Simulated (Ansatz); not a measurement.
# Si (Fd-3m) in Ansatz: further runs

The runs below take Si through band structure, with LDA, revPBE.

All numbers are computed with Ansatz 0.2.0; they aren't measurements. Logs are shortened: lines on timing, memory, paths and dates and some standing lists are left out, and cuts for length are marked.

### 1 The structure

It takes space group Fd-3m (No. 227, cubic). Conventional cell: a = 5.444 Å, b = 5.444 Å, c = 5.444 Å, α = 90.00°, β = 90.00°, γ = 90.00°. Si (site symmetry -43m) has 4 Si at 2.36 Å as nearest neighbours.

### 2 Band structure, LDA

Input file input.yaml:

```yaml
crystal:
  lattice:
    - [0.0, 2.7218511865, 2.7218511865]
    - [2.7218511865, 0.0, 2.7218511865]
    - [2.7218511865, 2.7218511865, 0.0]
  atoms:
    - { symbol: Si, position: [0.5, 0.5, 0.5] }
    - { symbol: Si, position: [0.75, 0.75, 0.75] }
kpoints:
  mp_grid: { grid: [8, 8, 8] }
  band_path:
    path:
      - [0.0, 0.0, 0.0]
      - [0.5, 0.0, 0.5]
      - [0.5, 0.25, 0.75]
      - [0.375, 0.375, 0.75]
      - [0.0, 0.0, 0.0]
      - [0.5, 0.5, 0.5]
      - [0.625, 0.25, 0.625]
      - [0.5, 0.25, 0.75]
    npoints: 8
scf:
  occupations: { method: fermi_dirac, width: 0.05 }
hamiltonian:
  xc: lda
  pseudopotentials: { kind: all_electron, lapw: { basis_error: 0.001 } }
output:
  forces: true
  stress: true
  eigenvalues: true
```

Potentials or basis: all-electron LAPW, scalar-relativistic.

Run with:

```bash
ansatz run input.yaml --threads 1 --pin off --max-ram 3072MiB --backend cpu --events-out ev --progress --plain --runs-dir out
```

Standard output:

```text
Warning: RAYON_NUM_THREADS=1 ignored (pool sized by the plan → 1); use --threads N
LAPW: plane waves up to 7.575 Å⁻¹, error target 1.0e-3 eV per atom; small_component_spin mean_spin; Si in spheres of 1.179 Å, 12 of its electrons in bands, Dirac shells [] (how accurate: hamiltonian.pseudopotentials.lapw.basis_error, Limitations)
Engine: ansatz 0.2.0, aarch64-unknown-linux-gnu
Pseudopotentials: kind: all_electron
Pseudopotential: Si, LAPW, valence charge 12, lapw/all_electron/scalar/gaussian/Si, Koelling and Harmon's equation, gaussian nucleus
Functional definition: SPW92
  exchange = slater_x
  correlation = pw_c
Crystal: 2 atoms, lattice volume = 40.330 Å³
Basis set: ecut = 218.61421304816142 eV, 307 PW (Γ), exchange–correlation at level 2
Bands: 16, of which v1, the nominal top of the filled ones, is band 12 counted from 1 (11 counted from 0)
Symmetry: 48 space group operations
Space group: Fd-3m (ITA 227), of the structure as read, at distance tolerance 3.4e-5 Å
k-points: 29 of 512
Non-local potential: Si, projectors of the file, none
Initial density: superposition of atomic densities (chi_scale 0.1, normalization cell)
Initial wavefunctions: plane waves of lowest kinetic energy (no species holds an atomic orbital)
Functional: x = slater, c = lda
iter 1 solved again at ethr=3.19e-3 eV; its pass at ethr=1.00e-1 eV (dr2=7.66e-1 eV) is discarded
SCF iter   1: F=—  HF=-15730.590811 eV  |F-HF|=—  |Δ(HF+E_count)|=         —  Δρ=4.22e-2  dr2=7.68e-1  ethr=3.19e-3  ⟨swp⟩=2.0  Hψ=3307  notcnv=0
preconditioner: auto → none  [insulator: Δε(μ)=0.916 eV  Ē_g=9.518 eV  σ=0.050 eV  W_gap=1.00  n_scr=14 (ndim 8)  ℏωp=16.5 eV  f_vac=0.000  D(μ)=0.00/eV (n_scr^D=0)  ε∞_Penn≈4.0]
SCF iter   2: F=—  HF=-15730.387335 eV  |F-HF|=—  |Δ(HF+E_count)|=   2.03e-1  Δρ=1.71e-2  dr2=1.07e-1  ethr=3.19e-3  ⟨swp⟩=2.0  Hψ=1322  notcnv=0
iter 3 solved again at ethr=1.48e-6 eV; its pass at ethr=4.46e-4 eV (dr2=3.56e-4 eV) is discarded
SCF iter   3: F=—  HF=-15730.357007 eV  |F-HF|=—  |Δ(HF+E_count)|=   3.03e-2  Δρ=1.32e-3  dr2=3.52e-4  ethr=1.48e-6  ⟨swp⟩=3.0  Hψ=2366  notcnv=0
SCF iter   4: F=—  HF=-15730.356880 eV  |F-HF|=—  |Δ(HF+E_count)|=         —  Δρ=1.10e-4  dr2=2.79e-6  ethr=1.46e-6  ⟨swp⟩=2.0  Hψ=1213  notcnv=0
the basis was enlarged: its passes take 96.3 KiB over the memory plan, 1 of 1 planned eigensolver slots
SCF iter   5: F=-15730.356878 eV  HF=-15730.356878 eV  |F-HF|=4.21e-9  |Δ(HF+E_count)|=   2.07e-6  Δρ=1.41e-5  dr2=8.04e-8  ethr=1.16e-8  ⟨swp⟩=2.2  Hψ=1218  notcnv=0
SCF 1 converged in 5 iterations: F = -15730.356878 eV  dr2 = 8.04e-8
NSCF: frozen V_eff on 57 k-points
SCF converged after 5 iterations
Free energy (F): -15730.356878 eV
Harris-Foulkes:  -15730.356878 eV  (|F-HF|=4.21e-9)
Internal energy: -15730.356818 eV  (E = F + TS)
E sigma→0 (E₀):  -15730.356848 eV
Entropy (-TS):   -0.000060 eV (-0.030 meV/atom)
Fermi energy:    7.448681 eV
--- Per-component energies (eV) ---
  E_band       = -1475.642095
  E_kinetic    = 15757.773723
  E_xc         = -1079.842260
  E_electrostatic = -30408.288281  (all electrons and nuclei)
  E_smearing   = -0.000060  (= −TS)
  E_closure    = 0.000000  (closes the sum)
  E_atoms      = -15718.460798  (free atoms, spherical and without spin; not in F)
  Σ components = -15730.356878   (vs F -15730.356878, Δ=0.00e0)
  Basis errors (estimates in eV, not in F): energy 4.6e-4 per atom: plane waves 4.3e-4 (2.5e-4 summed), levels above the bands 3.0e-54, relativity 2.0e-9, radial functions 3.5e-5, core shells 9.7e-16; eigenvalues (radial functions only) 7.2e-7; not estimated: angular momenta, meshes, grids; target (lapw.basis_error) 1.0e-3; muffin-tin radii Si 1.179 Å
--- Forces (eV/Å), atoms counted from 1 ---
  atom   1  Si    -0.00000000     0.00000000     0.00000000
  atom   2  Si    -0.00000000     0.00000000    -0.00000000
  max |Σ_I F_I| component: 2.08e-17 eV/Å
--- Stress (GPa, compression-positive) ---
       -2.162621       0.000000       0.000000
        0.000000      -2.162621      -0.000000
        0.000000      -0.000000      -2.162621
  P = ⅓ Tr σ = -2.1626 GPa (-21.626 kbar)
--- Band table (eV; the first three rows and the last of 29) ---
  k-point 0: bands = ["-125.6777", "-125.6698", "-82.5220", "-82.5220", "-82.5220", "-82.5054", "-82.5054", "-82.5054", "-4.7107", "7.2049", "7.2049", "7.2049", "9.7290", "9.7290", "9.7290", "10.3040"]
  k-point 1: bands = ["-125.6774", "-125.6700", "-82.5222", "-82.5222", "-82.5218", "-82.5056", "-82.5052", "-82.5052", "-4.5078", "5.5914", "6.9175", "6.9175", "9.5997", "10.1500", "10.1500", "11.7069"]
  k-point 2: bands = ["-125.6768", "-125.6706", "-82.5227", "-82.5227", "-82.5212", "-82.5062", "-82.5047", "-82.5047", "-3.9158", "3.2707", "6.4502", "6.4502", "9.0996", "10.6658", "10.6658", "13.8997"]
  k-point 28: bands = ["-125.6737", "-125.6737", "-82.5245", "-82.5245", "-82.5137", "-82.5137", "-82.5029", "-82.5029", "-0.4313", "-0.4313", "3.3577", "3.3577", "11.3912", "11.3912", "12.1024", "12.1024"]
```

It took 4.9 s on 1 thread of Arm Neoverse V1, shared host; peak memory 0.22 GiB.

What came out:

```yaml
Free_energy: -15730.3569 eV
Pressure: -2.2 GPa
Band_gap_on_the_k_mesh: 0.53 eV, indirect (least direct gap 2.52 eV)
Band_gap_along_the_path: 0.49 eV, indirect (least direct gap 2.52 eV)
```

Levels at the corners of the path, in eV from the valence-band top:
```tsv
point	band 9	band 10	band 11	band 12	band 13	band 14	band 15	band 16
Γ	-11.92	0.00	0.00	0.00	2.52	2.52	2.52	3.10
X	-7.80	-7.80	-2.83	-2.83	0.62	0.62	9.91	9.91
W	-7.64	-7.64	-3.85	-3.85	4.19	4.19	4.90	4.90
K	-8.21	-7.21	-4.30	-2.41	1.12	4.04	7.37	7.88
Γ	-11.92	0.00	0.00	0.00	2.52	2.52	2.52	3.10
L	-9.60	-6.96	-1.19	-1.19	1.39	3.30	3.30	7.51
U	-8.21	-7.21	-4.30	-2.41	1.12	4.04	7.37	7.88
W	-7.64	-7.64	-3.85	-3.85	4.19	4.19	4.90	4.90
```

### 3 Band structure, revPBE

input.yaml, as its differences from that of step 2:

```diff
@@ -20,3 +20,3 @@
       - [0.5, 0.25, 0.75]
-    npoints: 8
+    npoints: 6
 scf:
@@ -24,3 +24,3 @@
 hamiltonian:
-  xc: lda
+  xc: revpbe
   pseudopotentials: { kind: all_electron, lapw: { basis_error: 0.001 } }
```

Potentials or basis: all-electron LAPW, scalar-relativistic.

Run with:

```bash
ansatz run input.yaml --threads 1 --pin off --max-ram 3072MiB --backend cpu --events-out ev --progress --plain --runs-dir out
```

Wall time 4.9 s (1 thread of Arm Neoverse V1, shared host); peak memory 0.22 GiB.

Results (log left out):

```yaml
Free_energy: -15788.9777 eV
Pressure: 2.5 GPa
Band_gap_on_the_k_mesh: 0.67 eV, indirect (least direct gap 2.56 eV)
Band_gap_along_the_path: 0.63 eV, indirect (least direct gap 2.56 eV)
```

Levels at the corners of the path, in eV from the valence-band top:
| point | band 9 | band 10 | band 11 | band 12 | band 13 | band 14 | band 15 | band 16 |
| --- | --- | --- | --- | --- | --- | --- | --- | --- |
| Γ | -11.90 | 0.00 | 0.00 | 0.00 | 2.56 | 2.56 | 2.56 | 3.37 |
| X | -7.78 | -7.78 | -2.84 | -2.84 | 0.77 | 0.77 | 10.09 | 10.09 |
| W | -7.62 | -7.62 | -3.81 | -3.81 | 4.31 | 4.31 | 5.00 | 5.00 |
| K | -8.20 | -7.20 | -4.26 | -2.41 | 1.26 | 4.16 | 7.45 | 8.02 |
| Γ | -11.90 | 0.00 | 0.00 | 0.00 | 2.56 | 2.56 | 2.56 | 3.37 |
| L | -9.59 | -6.92 | -1.20 | -1.20 | 1.57 | 3.35 | 3.35 | 7.81 |
| U | -8.20 | -7.20 | -4.26 | -2.41 | 1.26 | 4.16 | 7.45 | 8.02 |
| W | -7.62 | -7.62 | -3.81 | -3.81 | 4.31 | 4.31 | 5.00 | 5.00 |

revPBE gaps usually lie below the measured ones, often by a third to a half.
